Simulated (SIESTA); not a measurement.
Crystal: MnO2.

```
CELL_PARAMETERS angstrom
2.85496 0.00000 0.00000
-1.42748 2.47246 0.00000
0.00000 0.00000 10.22174
ATOMIC_POSITIONS crystal
Mn 0.00000 0.00000 0.50000
Mn 0.00000 0.00000 0.00000
O 0.66667 0.33333 0.40686
O 0.66667 0.33333 0.09314
O 0.33333 0.66667 0.59314
O 0.33333 0.66667 0.90686
```

Measurements of this composition are mostly on another form, of space group No. 136.

Base run:

```yaml
Program: SIESTA 5.4.2
Functional: PBEsol
Potentials_or_basis: PseudoDojo 0.4 standard (PBEsol files)
Basis: DZP (energy shift 0.003 Ry; two zetas on semicore shells)
Grid_cutoff: 800 Ry
Energy_shift: 0.003 Ry
k_mesh: 11 × 11 × 3
Occupations: fermi-dirac, width 0.05 eV
Spin: collinear spin, ferromagnetic start
Starting_moments: "[4.0, 4.0, 0.0, 0.0, 0.0, 0.0] μB"
```

Its results: band gap on the k mesh 0.76 eV, indirect (least direct gap 0.80 eV); pressure 0.3 GPa; net moment 6.00 μB per cell; site moments Mn +2.92; O +0.04 μB; largest force 0.184 eV/Å.

Problem. The run is repeated on the same cell with these changes: functional from PBEsol to LDA; potentials or basis from PseudoDojo 0.4 standard (PBEsol files) to PseudoDojo 0.4 standard (LDA files). What comes out?

Solution. Band gap on the k mesh 0.44 eV, indirect (least direct gap 0.47 eV); pressure -5.4 GPa; net moment 6.00 μB per cell; site moments Mn +2.87; O +0.06 μB; largest force 0.212 eV/Å.

Caveats: short orbitals over semicore shells can move pressures by several GPa; the basis of atomic orbitals isn't converged, which shifts pressures, moduli and gaps; only a ferromagnetic start was run, and an antiferromagnetic order may lie lower in energy.
